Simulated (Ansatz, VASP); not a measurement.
**Bi in VASP and in Ansatz**

The input INCAR:

```
PREC = Accurate
ENCUT = 520
EDIFF = 1E-7
ISMEAR = 0
SIGMA = 0.05
LREAL = False
LASPH = True
NELM = 80
ALGO = Normal
ISIF = 2
LWAVE = False
LCHARG = True
GGA = PE
LELF = True
LVHAR = True
NBANDS = 14
```

KPOINTS

```
Automatic mesh
0
Gamma
  6 6 6
```

The input POSCAR:

```
Bi
1.0
   -1.9929196983      1.9929196983      1.9929196983
    1.9929196983     -1.9929196983      1.9929196983
    1.9929196983      1.9929196983     -1.9929196983
Bi
1
Direct
    0.0000000000      0.0000000000      0.0000000000
```

Input for Ansatz:

```yaml
crystal:
  lattice:
    - [-1.9929196983, 1.9929196983, 1.9929196983]
    - [1.9929196983, -1.9929196983, 1.9929196983]
    - [1.9929196983, 1.9929196983, -1.9929196983]
  atoms:
    - { symbol: Bi, position: [0.0, 0.0, 0.0] }
basis:
  ecutwfc: 600
  ecutrho_ratio: 5
kpoints:
  mp_grid: { grid: [6, 6, 6] }
hamiltonian:
  xc: pbe
scf:
  occupations: { method: gaussian, width: 0.05 }
output:
  forces: true
  stress: true
  eigenvalues: true
```

Alike in both runs: task single point; functional PBE; k mesh 6 × 6 × 6; occupations gaussian, width 0.05 eV; no spin polarisation.

|  | VASP | Ansatz |
| --- | --- | --- |
| version | VASP 6.6.1 | Ansatz 0.2.0 |
| potentials or method | VASP PAW PBE potentials, release 64 (Bi_d) | scalar-relativistic, plane waves, PAW |
| plane-wave cutoff (eV) | 520 | 600 |
| valence electrons in the cell | 15 | 15 |

```tsv
	VASP	Ansatz	Ansatz less VASP
pressure (GPa)	0.0	0.1	+0.06
```

Caveats: the k mesh is coarse (spacing up to 0.37 Å⁻¹), so the values aren't converged; spin-orbit coupling is left out, which moves the levels of the heavy elements.
